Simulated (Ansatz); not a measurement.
The system is Os.

```
Os
1.0
     2.73410    0.00000    0.00000
    -1.36705    2.36780    0.00000
     0.00000    0.00000    4.31970
Os
2
Direct
  0.66667 0.33333 0.75000
  0.33333 0.66667 0.25000
```

```yaml
Program: Ansatz 0.2.0
Task: relaxation of cell and atoms
Functional: RPBE
Dispersion: D3(BJ)
Potentials_or_basis: Ansatz PAW
Cutoff: "420 eV (not typed: the program's choice for these potentials)"
k_mesh: 11 × 11 × 6
Occupations: fermi-dirac, width 0.05 eV
Spin: no spin polarisation
```

At the start: volume 13.98 Å³/atom.

Problem. How do energy, volume and symmetry change on relaxing?

Solution. It ends after 8 steps and the volume is 12.98 Å³/atom (-7.2 %); space group P6_3/mmc (No. 194, to 0.05 Å).

The path:
```
step  energy change (eV)  largest force (eV/Å)  volume (Å³)
   1              0.0000                0.0000        27.96
   2             -0.0405                0.0000        24.34
   3             -0.2201                0.0000        26.17
   4             -0.2232                0.0000        25.98
   5             -0.2233                0.0000        25.95
   6             -0.2214                0.0000        25.95
   7             -0.2214                0.0000        25.96
   8             -0.2214                0.0000        25.96
```

Final structure:
```
CELL_PARAMETERS angstrom
2.66257 0.00000 0.00000
-1.33129 2.30586 0.00000
0.00000 0.00000 4.22792
ATOMIC_POSITIONS crystal
Os 0.66667 0.33333 0.75000
Os 0.33333 0.66667 0.25000
```

Caveat: the plane-wave basis is chosen anew once the cell has moved, so the energies of steps on either side of that aren't comparable; the PAW data sets come from PBE, with cores solved anew for the run's functional, which leaves a small shift of forces and pressure.
